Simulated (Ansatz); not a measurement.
**YN, a database entry at a rescaled volume**

```
CELL_PARAMETERS angstrom
0.00000 2.46107 2.46107
2.46107 0.00000 2.46107
2.46107 2.46107 0.00000
ATOMIC_POSITIONS crystal
N 0.00000 0.00000 0.00000
Y 0.50000 0.50000 0.50000
```

Single point in Ansatz 0.2.0 with PBE, no spin polarisation. Cutoff 420 eV, PAW datasets, 9×9×9 Γ-centred k mesh, fermi-dirac filling (width 0.033 eV).

Question: Is it stable against the elements?

Answer: -1.70 eV an atom against the elements' usual phases (free molecules for gases, crystals otherwise, with no correction for O₂ or N₂), so it is bound against them; other compounds may still compete. Relaxing would lower it.

Question: Is the cell too large or too small?

Answer: The pressure is -1.5 GPa (compression positive), so with the atoms held at these fractions the cell would first shrink.

Question: Describe some of the short contacts.

Answer: N–Y at 2.46 Å: least valence density 0.33 e/Å³ and ELF 0.15 there. These are pseudo-fields; inside the PAW spheres they differ from the all-electron ones.

Question: What is the character of the valence top and the conduction bottom?

Answer: Within 0.7 eV of the edges, the states project mainly on N p (86 %) below the gap and on Y d (85 %) and N p (13 %) above it.

Question: Give the Bader charges.

Answer: Bader charges in e: Y +1.89, N -1.89. In the mean Y gives up most and N takes most.

Question: Is there a gap, and of what kind?

Answer: The gap is 0.23 eV, indirect (the least direct gap found is 0.63 eV).

Question: Are the atoms at rest?

Answer: The forces vanish by the symmetry of the sites.

Origin: a database entry at a rescaled volume.
